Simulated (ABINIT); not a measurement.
# Sb (R-3m) in ABINIT: notebook

The runs below take Sb through single point, with PBE, LDA.

All numbers are computed with ABINIT 10.8.3 (patched build); they aren't measurements. Logs are shortened: lines on timing, memory, paths and dates and some standing lists are left out, and cuts for length are marked. The log counts tension as positive stress, the text compression.

## Step 1: Starting point

It takes space group R-3m (No. 166, trigonal). The conventional cell has a = 4.308 Å, b = 4.308 Å, c = 11.274 Å, α = 90.00°, β = 90.00°, γ = 120.00°. Around Sb (site symmetry 3m) lie 3 Sb at 2.91 Å.

## Step 2: Single point, PBE (cell relaxed)

The input, run.abi:

```
# Pseudopotentials
pp_dirpath "./"
pseudos "Sb.upf"

# Structure
acell 3*1.0
rprim
     4.1378728428     2.3890019902     7.3179671388
    -4.1378728428     2.3890019902     7.3179671388
     0.0000000000    -4.7780039992     7.3179671388
ntypat 1
znucl 51
natom 2
typat 1 1
xcart
     0.0000000000    -0.0000000077     8.9280062970
     0.0000000000    -0.0000000023     2.6894980230 Angstrom
chkprim 0
chksymtnons 0
tolsym 1.0e-6

# Plane-wave basis
ecut 40.0

# k points
kptopt 1
ngkpt 6 6 6
nshiftk 1
shiftk 0.0 0.0 0.0

# Exchange and correlation
ixc 11

# Bands and occupations
nband 19
occopt 3
tsmear 0.05 eV

# SCF cycle
nstep 100
tolvrs 1.0e-10

# Output
iomode 3
prtwf 0
prtden 0
prteig 0
prtebands 0
```

Potentials or basis: PseudoDojo NC SR PBE v0.4.1 standard.

Launch:

```sh
$ mpirun --bind-to none -np 4 abinit run.abi > log 2>&1
```

run.abo:

```text
.Version 10.8.3 of ABINIT
 Symmetries : space group R-3 m (#166); Bravais hR (rhombohedral)
================================================================================
 Values of the parameters that define the memory need of the present run
     intxc =       0    ionmov =       0      iscf =       7    lmnmax =       6
     lnmax =       6     mgfft =      50  mpssoang =       3    mqgrid =    3001
     natom =       2  nloc_mem =       1    nspden =       1   nspinor =       1
    nsppol =       1      nsym =      12    n1xccc =    2501    ntypat =       1
    occopt =       3   xclevel =       2
       mpw =        5271          nfft =      125000          nkpt =          32
================================================================================
================================================================================

--------------------------------------------------------------------------------
------------- Echo of variables that govern the present computation ------------
--------------------------------------------------------------------------------
 -outvars: echo values of preprocessed input variables --------
            acell      1.0000000000E+00  1.0000000000E+00  1.0000000000E+00 Bohr
              amu      1.21753000E+02
          chkprim           0
      chksymtnons           0
             ecut      4.00000000E+01 Hartree
              ixc          11
         kptrlatt        6    0    0      0    6    0      0    0    6
          kptrlen      4.96544741E+01
            natom           2
            nband          19
            ngfft          50      50      50
             nkpt          32
            nstep         100
             nsym          12
           ntypat           1
           occopt           3
           prtden           0
        prtebands           0
           prteig           0
            prtwf           0
            rprim      4.1378728428E+00  2.3890019902E+00  7.3179671388E+00
                      -4.1378728428E+00  2.3890019902E+00  7.3179671388E+00
                       0.0000000000E+00 -4.7780039992E+00  7.3179671388E+00
          spgroup         166
           tolsym      1.00000000E-06
           tolvrs      1.00000000E-10
           tsmear      1.83746611E-03 Hartree
            typat      1  1
           xangst      2.2226053977E-16 -7.6711417918E-09  8.9280062970E+00
                      -7.2600104970E-17 -2.3288583738E-09  2.6894980230E+00
            xcart      4.2001154877E-16 -1.4496357059E-08  1.6871486752E+01
                      -1.3719431511E-16 -4.4009045125E-09  5.0824146796E+00
             xred      7.6849606052E-01  7.6849606052E-01  7.6849606053E-01
                       2.3150394015E-01  2.3150394015E-01  2.3150394016E-01
            znucl       51.00000

================================================================================

 chkinp: Checking input parameters for consistency.

================================================================================
== DATASET  1 ==================================================================

--- !DatasetInfo
iteration_state: {dtset: 1, }
dimensions: {natom: 2, nkpt: 32, mband: 19, nsppol: 1, nspinor: 1, nspden: 1, mpw: 5271, }
cutoff_energies: {ecut:  40.0, pawecutdg:  -1.0, }
electrons: {nelect:   3.00000000E+01, charge:   0.00000000E+00, occopt:   3.00000000E+00, tsmear:   1.83746611E-03, }
meta: {optdriver: 0, ionmov: 0, optcell: 0, iscf: 7, paral_kgb: 0, }
...

 Exchange-correlation functional for the present dataset will be:
  GGA: Perdew-Burke-Ernzerhof functional - ixc=11
  J.P.Perdew, K.Burke, M.Ernzerhof, PRL 77, 3865 (1996)

 Real(R)+Recip(G) space primitive vectors, cartesian coordinates (Bohr,Bohr^-1):
 R(1)=  4.1378728  2.3890020  7.3179671  G(1)=  0.1208350  0.0697641  0.0455500
 R(2)= -4.1378728  2.3890020  7.3179671  G(2)= -0.1208350  0.0697641  0.0455500
 R(3)=  0.0000000 -4.7780040  7.3179671  G(3)=  0.0000000 -0.1395283  0.0455500
 Unit cell volume ucvol=  4.3404560E+02 bohr^3
 Angles (23,13,12)=  5.65180338E+01  5.65180338E+01  5.65180338E+01 degrees

 getcut: wavevector=  0.0000  0.0000  0.0000  ngfft=  50  50  50
         ecut(hartree)=     40.000   => boxcut(ratio)=   2.00961

--- Pseudopotential description ------------------------------------------------
- pspini: atom type   1  psp file is ./Sb.upf
12 -101130 2 -1 1434                          pspcod,pspxc,lmax,lloc,mmax
     nproj     2     2     2

   1.59935275E+03                                ecore*ucvol(ha*bohr**3)
--------------------------------------------------------------------------------

================================================================================

--- !BeginCycle
iteration_state: {dtset: 1, }
solver: {iscf: 7, nstep: 100, nline: 4, wfoptalg: 0, }
tolerances: {tolvrs: 1.00E-10, }
...

     iter   Etot(hartree)      deltaE(h)  residm     vres2
 ETOT  1  -181.02692749251    -1.810E+02 1.865E+00 2.556E+00
 ETOT  2  -181.90993303600    -8.830E-01 1.291E-01 1.926E+00
 ETOT  3  -181.91018159716    -2.486E-04 1.356E-02 2.835E-01
 ETOT  4  -181.91020095004    -1.935E-05 4.721E-04 6.358E-02
 ETOT  5  -181.91020816386    -7.214E-06 3.618E-04 2.884E-03
 ETOT  6  -181.91020848392    -3.201E-07 6.943E-05 3.859E-05
 ETOT  7  -181.91020850966    -2.574E-08 9.256E-05 3.846E-06
 ETOT  8  -181.91020851267    -3.007E-09 2.588E-05 2.591E-07
 ETOT  9  -181.91020851299    -3.225E-10 5.019E-05 6.450E-08
 ETOT 10  -181.91020851303    -4.061E-11 1.412E-05 2.449E-09
 ETOT 11  -181.91020851304    -1.015E-11 2.701E-05 1.156E-10
 ETOT 12  -181.91020851304     2.075E-12 7.616E-06 1.667E-11

 At SCF step   12       vres2   =  1.67E-11 < tolvrs=  1.00E-10 =>converged.

 Cartesian components of stress tensor (hartree/bohr^3)
  sigma(1 1)=  3.09266845E-06  sigma(3 2)=  7.27240244E-12
  sigma(2 2)=  3.09269117E-06  sigma(3 1)=  0.00000000E+00
  sigma(3 3)=  3.17326089E-06  sigma(2 1)=  0.00000000E+00

--- !ResultsGS
iteration_state: {dtset: 1, }
comment   : Summary of ground state results
lattice_vectors:
- [  4.1378728,   2.3890020,   7.3179671, ]
- [ -4.1378728,   2.3890020,   7.3179671, ]
- [  0.0000000,  -4.7780040,   7.3179671, ]
lattice_lengths: [   8.73968,    8.73968,    8.73968, ]
lattice_angles: [ 56.518,  56.518,  56.518, ] # degrees, (23, 13, 12)
lattice_volume:   4.3404560E+02
convergence: {deltae:  2.075E-12, res2:  1.667E-11, residm:  7.616E-06, diffor: null, }
etotal    :  -1.81910209E+02
entropy   :   0.00000000E+00
fermie    :   2.27404527E-01
cartesian_stress_tensor: # hartree/bohr^3
- [  3.09266845E-06,   0.00000000E+00,   0.00000000E+00, ]
- [  0.00000000E+00,   3.09269117E-06,   7.27240244E-12, ]
- [  0.00000000E+00,   7.27240244E-12,   3.17326089E-06, ]
pressure_GPa:  -9.1780E-02
xred      :
- [  7.6850E-01,   7.6850E-01,   7.6850E-01, Sb]
- [  2.3150E-01,   2.3150E-01,   2.3150E-01, Sb]
cartesian_forces: # hartree/bohr
- [  3.02505858E-22,   2.01512804E-22,   8.43373318E-07, ]
- [ -3.02505858E-22,  -2.01512804E-22,  -8.43373318E-07, ]
force_length_stats: {min:   8.43373318E-07, max:   8.43373318E-07, mean:   8.43373318E-07, }
...

 Integrated electronic density in atomic spheres:
 ------------------------------------------------
 Atom  Sphere_radius  Integrated_density
    1        2.00000         11.19292055
    2        2.00000         11.19292055
================================================================================

 ----iterations are completed or convergence reached----

 Mean square residual over all n,k,spin=   14.581E-09; max=  76.157E-07
 reduced coordinates (array xred) for    2 atoms
       0.768496060524      0.768496060524      0.768496060534
       0.231503940150      0.231503940150      0.231503940160
 rms dE/dt=  6.1718E-06; max dE/dt=  6.1718E-06; dE/dt below (all hartree)
    1      -0.000006171778     -0.000006171778     -0.000006171778
    2       0.000006171778      0.000006171778      0.000006171778

 cartesian coordinates (angstrom) at end:
    1      0.00000000000000    -0.00000000767114     8.92800629700000
    2     -0.00000000000000    -0.00000000232886     2.68949802300000

 cartesian forces (hartree/bohr) at end:
    1      0.00000000000000     0.00000000000000     0.00000084337332
    2     -0.00000000000000    -0.00000000000000    -0.00000084337332
 frms,max,avg= 4.8692181E-07 8.4337332E-07   0.000E+00  0.000E+00  0.000E+00 h/b

 cartesian forces (eV/Angstrom) at end:
    1      0.00000000000000     0.00000000000000     0.00004336799972
    2     -0.00000000000000    -0.00000000000000    -0.00004336799972
 frms,max,avg= 2.5038526E-05 4.3368000E-05   0.000E+00  0.000E+00  0.000E+00 e/A
 length scales=  1.000000000000  1.000000000000  1.000000000000 bohr
              =  0.529177210544  0.529177210544  0.529177210544 angstroms
 Fermi (or HOMO) energy (hartree) =   0.22740   Average Vxc (hartree)=  -0.36054
 Eigenvalues (hartree) for nkpt=  32  k points:
 kpt#   1, nband= 19, wtk=  0.00463, kpt=  0.0000  0.0000  0.0000 (reduced coord)
  -0.85088   -0.85088   -0.84823   -0.84823   -0.84727   -0.84468   -0.84468   -0.84443
  -0.84202   -0.84202   -0.22286    0.04077    0.15815    0.16740    0.16740    0.29829
   0.32305    0.32305    0.42394
      occupation numbers for kpt#   1
   2.00000    2.00000    2.00000    2.00000    2.00000    2.00000    2.00000    2.00000
   2.00000    2.00000    2.00000    2.00000    2.00000    2.00000    2.00000    0.00000
   0.00000    0.00000    0.00000
 prteigrs : prtvol=0 or 1, do not print more k-points.

--- !EnergyTerms
iteration_state     : {dtset: 1, }
comment             : Components of total free energy in Hartree
kinetic             :  1.06438787638761E+02
hartree             :  4.58300801206172E+01
xc                  : -4.54618396036330E+01
Ewald energy        : -1.05440976472386E+02
psp_core            :  3.68475742413616E+00
local_psp           : -1.48106067996975E+02
non_local_psp       : -3.88548677814315E+01
internal            : -1.81910126670911E+02
'-kT*entropy'       : -8.18421286044560E-05
total_energy        : -1.81910208513039E+02
total_energy_eV     : -4.95002894593526E+03
band_energy         : -1.65905305769829E+01
...

 Cartesian components of stress tensor (hartree/bohr^3)
  sigma(1 1)=  3.09266845E-06  sigma(3 2)=  7.27240244E-12
  sigma(2 2)=  3.09269117E-06  sigma(3 1)=  0.00000000E+00
  sigma(3 3)=  3.17326089E-06  sigma(2 1)=  0.00000000E+00

-Cartesian components of stress tensor (GPa)         [Pressure= -9.1780E-02 GPa]
- sigma(1 1)=  9.09894471E-02  sigma(3 2)=  2.13961467E-07
- sigma(2 2)=  9.09901156E-02  sigma(3 1)=  0.00000000E+00
- sigma(3 3)=  9.33605587E-02  sigma(2 1)=  0.00000000E+00

== END DATASET(S) ==============================================================
================================================================================

 -outvars: echo values of variables after computation  --------
            acell      1.0000000000E+00  1.0000000000E+00  1.0000000000E+00 Bohr
           etotal     -1.8191020851E+02
            fcart      3.0250585827E-22  2.0151280402E-22  8.4337331840E-07
                      -3.0250585827E-22 -2.0151280402E-22 -8.4337331840E-07
            rprim      4.1378728428E+00  2.3890019902E+00  7.3179671388E+00
                      -4.1378728428E+00  2.3890019902E+00  7.3179671388E+00
                       0.0000000000E+00 -4.7780039992E+00  7.3179671388E+00
           strten      3.0926684454E-06  3.0926911702E-06  3.1732608909E-06
                       7.2724024399E-12  0.0000000000E+00  0.0000000000E+00
           xangst      2.2226053977E-16 -7.6711417918E-09  8.9280062970E+00
                      -7.2600104970E-17 -2.3288583738E-09  2.6894980230E+00
             xred      7.6849606052E-01  7.6849606052E-01  7.6849606053E-01
                       2.3150394015E-01  2.3150394015E-01  2.3150394016E-01
 Calculation completed.
```

Run time: 34 s. Hardware: 4 MPI ranks of Arm Neoverse V2, shared host; peak memory 0.4 GiB.

What came out:

| Item | Value |
| --- | --- |
| Free energy | -4950.0289 eV |
| Pressure | -0.1 GPa |
| Band gap on the k mesh | none (metal or under the smearing width) |
| Valence electrons inside the program's atomic spheres | Sb 11.19 (radii [1.0584] Å) |

The run has no spin-orbit coupling, so splittings on Sb are missing.

## Step 3: Single point, LDA

The input, run.abi:

```
pp_dirpath "./"
pseudos "Sb.upf"

acell 8.5163565957 8.5163565957 8.5163565957
rprim
     0.4780034715     0.2759754330     0.8338766345
    -0.4780034715     0.2759754330     0.8338766345
     0.0000000000    -0.5519508659     0.8338766345
ntypat 1
znucl 51
natom 2
typat 1 1
xred
     0.7665100000     0.7665100000     0.7665100000
     0.2334900000     0.2334900000     0.2334900000

ecut 40.0

kptopt 1
ngkpt 6 6 6
nshiftk 1
shiftk 0.0 0.0 0.0

ixc 7

nband 19
occopt 3
tsmear 0.00183747

nstep 100
tolvrs 1.0e-10

iomode 3
prtwf 0
prtden 0
prteig 0
prtebands 0
enunit 2
```

Potentials or basis: PseudoDojo NC SR LDA v0.4.1 standard.

Launch:

```sh
$ abinit run.abi > log 2>&1
```

Run time: 1.7 min. Hardware: 1 thread of Arm Neoverse V1, shared host; peak memory 0.12 GiB.

Results (log left out):

* Free energy: -4938.2804 eV
* Pressure: -1.2 GPa
* Largest force: 0.062 eV/Å
* Band gap on the k mesh: none (metal or under the smearing width)
* Valence electrons inside the program's atomic spheres: Sb 11.22 (radii [1.0584] Å)

Forces in eV/Å, atoms in the order of the input:
```
Sb   0.000  0.000  0.062
Sb   0.000  0.000 -0.062
```

Stress tensor (GPa, compression positive):
```
-1.11  0.00  0.00
 0.00 -1.11  0.00
 0.00  0.00 -1.34
```

Levels at points of the mesh, in eV from the Fermi level:
| k point | band 12 | band 13 | band 14 | band 15 | band 16 | band 17 | band 18 | band 19 |
| --- | --- | --- | --- | --- | --- | --- | --- | --- |
| (0.00, 0.00, 0.00) | -4.99 | -2.05 | -1.77 | -1.77 | 2.10 | 2.69 | 2.69 | 5.22 |
| (0.50, 0.00, 0.00) | -9.69 | -1.91 | -1.80 | -0.29 | -0.24 | 0.15 | 0.49 | 7.65 |
| (0.50, 0.50, 0.00) | -8.08 | -5.43 | -3.73 | -3.63 | 1.58 | 4.88 | 5.47 | 6.82 |
| (0.50, 0.50, 0.50) | -9.04 | -1.28 | -1.28 | -0.53 | 0.14 | 0.14 | 1.07 | 7.05 |

Spin-orbit coupling is left out, which matters for the levels of Sb.
